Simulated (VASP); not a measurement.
# CdSe (F-43m) in VASP: settings compared, part 2 of 2

VASP 6.6.1.

## (4) Relaxation of cell and atoms, PBEsol

File INCAR:

```
SYSTEM = CdSe
PREC = Accurate ; ENCUT = 600
EDIFF = 1E-6 ; ISMEAR = 0
SIGMA = 0.03 ; LREAL = .FALSE.
LASPH = .TRUE. ; NELM = 80
ALGO = Normal ; ISIF = 3
LWAVE = .FALSE. ; LCHARG = .FALSE.
GGA = PS ; IBRION = 2
NSW = 90 ; EDIFFG = -0.01
```

File KPOINTS:

```
regular mesh
0
G
  8 8 8
  0 0 0
```

File POSCAR:

```
CdSe
1.0
    0.0000000000      3.0702711986      3.0702711986
    3.0702711986      0.0000000000      3.0702711986
    3.0702711986      3.0702711986      0.0000000000
Cd Se
1 1
Direct
    0.0000000000      0.0000000000      0.0000000000
    0.7500000000      0.7500000000      0.7500000000
```

Potentials or basis: VASP PAW PBE potentials, release 64 (Cd, Se).

On the command line:

```sh
cat potpaw_PBE.64/Cd/POTCAR potpaw_PBE.64/Se/POTCAR > POTCAR
mpirun -np 1 vasp_std > vasp.out
```

OUTCAR:

```text
SYSTEM = CdSe
   PREC = Accurate
   ENCUT = 600
   EDIFF = 1E-6
   ISMEAR = 0
   LREAL = .FALSE.
   LASPH = .TRUE.
   NELM = 80
   ISIF = 3
   GGA = PS
   IBRION = 2
   NSW = 90
   EDIFFG = -0.01

 ion  position               nearest neighbor table
   1  0.000  0.000  0.000-   2 2.66   2 2.66   2 2.66   2 2.66
   2  0.750  0.750  0.750-   1 2.66   1 2.66   1 2.66   1 2.66

  LATTYP: Found a face centered cubic cell.
 ALAT       =     6.1405423972

  Lattice vectors:

 A1 = (   0.0000000000,   3.0702711986,   3.0702711986)
 A2 = (   3.0702711986,   0.0000000000,   3.0702711986)
 A3 = (   3.0702711986,   3.0702711986,   0.0000000000)

Analysis of symmetry for initial positions (statically):
=====================================================================
 Subroutine PRICEL returns:
 Original cell was already a primitive cell.

 Routine SETGRP: Setting up the symmetry group for a
 face centered cubic supercell.

 Subroutine GETGRP returns: Found 24 space group operations
 (whereof 24 operations were pure point group operations)
 out of a pool of 48 trial point group operations.

The static configuration has the point symmetry T_d .

Analysis of symmetry for dynamics (positions and initial velocities):
=====================================================================
 Subroutine PRICEL returns:
 Original cell was already a primitive cell.

 Routine SETGRP: Setting up the symmetry group for a
 face centered cubic supercell.

 Subroutine GETGRP returns: Found 24 space group operations
 (whereof 24 operations were pure point group operations)
 out of a pool of 48 trial point group operations.

The dynamic configuration has the point symmetry T_d .

 Subroutine INISYM returns: Found 24 space group operations
 (whereof 24 operations are pure point group operations),
 and found     1 'primitive' translations

[... 129 lines left out ...]
  volume of cell :       57.88
 maximum number of plane-waves:      1964
   NGX = 17   NGY = 17   NGZ = 17

--------------------------------------- Ionic step        1  -------------------------------------------

 number of electron      17.9999997 magnetization

 Free energy of the ion-electron system (eV)
  ---------------------------------------------------
  ext. energy  EPLUGINS =         0.00000000
  ---------------------------------------------------
  free energy    TOTEN  =        -6.17286312 eV

  energy without entropy =       -6.17286312  energy(sigma->0) =       -6.17286312

------------------------ aborting loop because EDIFF is reached ----------------------------------------

  FORCE on cell =-STRESS in cart. coord.  units (eV):
  Direction    XX          YY          ZZ          XY          YZ          ZX
  --------------------------------------------------------------------------------------
  -------------------------------------------------------------------------------------
  Total       -0.4149456     -0.4149456     -0.4149456      0.0000000      0.0000000     -0.0000000
  in kB      -11.4852776    -11.4852776    -11.4852776      0.0000000      0.0000000     -0.0000000
  external PRESSURE =     -11.4852776 kB  Pullay stress =       0.0000000 kB
[... 59 lines left out ...]
--------------------------------------- Ionic step        3  -------------------------------------------

 number of electron      17.9999998 magnetization

 Free energy of the ion-electron system (eV)
  ---------------------------------------------------
  ext. energy  EPLUGINS =         0.00000000
  ---------------------------------------------------
  free energy    TOTEN  =        -6.17779991 eV

  energy without entropy =       -6.17779991  energy(sigma->0) =       -6.17779991

 E-fermi :   0.9437     XC(G=0):  -9.0767

 val. band max:        0.7726891982   @ k =   0.0000   0.0000   0.0000
 cond. band min:       1.2456264324   @ k =   0.0000   0.0000   0.0000
 fundamental gap:      0.4729372342
 Fermi energy:         0.9437165335

 k-point     1 :       0.0000    0.0000    0.0000
  band No.  band energies     occupation
      1     -11.8234      2.00000
      2      -7.1244      2.00000
      3      -7.1244      2.00000
      4      -7.1244      2.00000
      5      -6.7484      2.00000
      6      -6.7484      2.00000
      7       0.7727      2.00000
      8       0.7727      2.00000
      9       0.7727      2.00000
     10       1.2456      0.00000
     11       6.6273      0.00000
     12       6.6273      0.00000
     13       6.6273      0.00000
[... 354 lines left out ...]
  band No.  band energies     occupation
      1     -11.3891      2.00000
      2      -6.9947      2.00000
      3      -6.9695      2.00000
      4      -6.7690      2.00000
      5      -6.7324      2.00000
      6      -6.3724      2.00000
      7      -3.3966      2.00000
      8      -1.2299      2.00000
      9      -0.4585      2.00000
     10       4.5510      0.00000
     11       6.1173      0.00000
     12       7.5140      0.00000
     13       8.6707      0.00000

 [... further k-points ...]
[... 5 lines left out ...]
  --------------------------------------------------------------------------------------
  -------------------------------------------------------------------------------------
  Total        0.0076706      0.0076706      0.0076706      0.0000000      0.0000000      0.0000000
  in kB        0.2173853      0.2173853      0.2173853      0.0000000      0.0000000      0.0000000
  external PRESSURE =       0.2173853 kB  Pullay stress =       0.0000000 kB
[... 17 lines left out ...]
  FREE ENERGIE OF THE ION-ELECTRON SYSTEM (eV)
  ---------------------------------------------------
  free  energy   TOTEN  =        -6.1777999055 eV

  energy  without entropy=       -6.1777999055  energy(sigma->0) =       -6.17779991

 reached required accuracy - stopping structural energy minimisation
```

OSZICAR:

```text
N       E                     dE             d eps       ncg     rms          rms(c)
DAV:   1     0.117437841777E+03    0.11744E+03   -0.95548E+03   754   0.138E+03
DAV:   2    -0.110367802713E+01   -0.11854E+03   -0.11237E+03   874   0.304E+02
DAV:   3    -0.652402019477E+01   -0.54203E+01   -0.53994E+01   884   0.657E+01
[... 22 lines left out ...]
DAV:   2    -0.617857745247E+01    0.65294E-02   -0.16576E-02   814   0.207E+00    0.217E-01
DAV:   3    -0.617788750188E+01    0.68995E-03   -0.18382E-03   799   0.492E-01    0.186E-01
DAV:   4    -0.617780608863E+01    0.81413E-04   -0.13042E-04   764   0.114E-01    0.298E-02
DAV:   5    -0.617780022926E+01    0.58594E-05   -0.26857E-05   879   0.797E-02    0.101E-02
DAV:   6    -0.617779990546E+01    0.32379E-06   -0.44730E-06   764   0.309E-02
   3 F= -.61777999E+01 E0= -.61777999E+01  d E =-.493679E-02
```

Run time: 46 s. Hardware: 1 thread of Intel Xeon Platinum 8259CL at 2.50GHz (Skylake/Cascade Lake), shared host; peak memory 0.23 GiB.

What came out:

```
Free energy                            : -6.1778 eV
Relaxed volume                         : 28.27 Å³/atom
Relaxed cell                           : a = 4.308 Å, b = 4.308 Å, c = 4.308 Å, α = 60.00°, β = 60.00°, γ = 60.00°
Space group after relaxing (to 0.05 Å) : F-43m (No. 216)
Energy gained by relaxing              : 2.5 meV/atom
Ionic steps                            : 3
Pressure after relaxing                : 0.0 GPa
Band gap on the k mesh                 : 0.47 eV, direct
```

The path:
```
step  energy change (eV)  largest force (eV/Å)  pressure (GPa)  volume (Å³)
   1              0.0000                0.0000           -1.15        57.88
   2             -0.0045                0.0000            0.33        56.16
   3             -0.0049                0.0000            0.02        56.53
```

Final structure:
```
Cd Se
1.0
     0.00000    3.04621    3.04621
     3.04621    0.00000    3.04621
     3.04621    3.04621    0.00000
Cd Se
1 1
Direct
  0.00000 0.00000 0.00000
  0.75000 0.75000 0.75000
```

Caveat: the PAW data sets were made with another functional, which shifts forces and pressure a little.
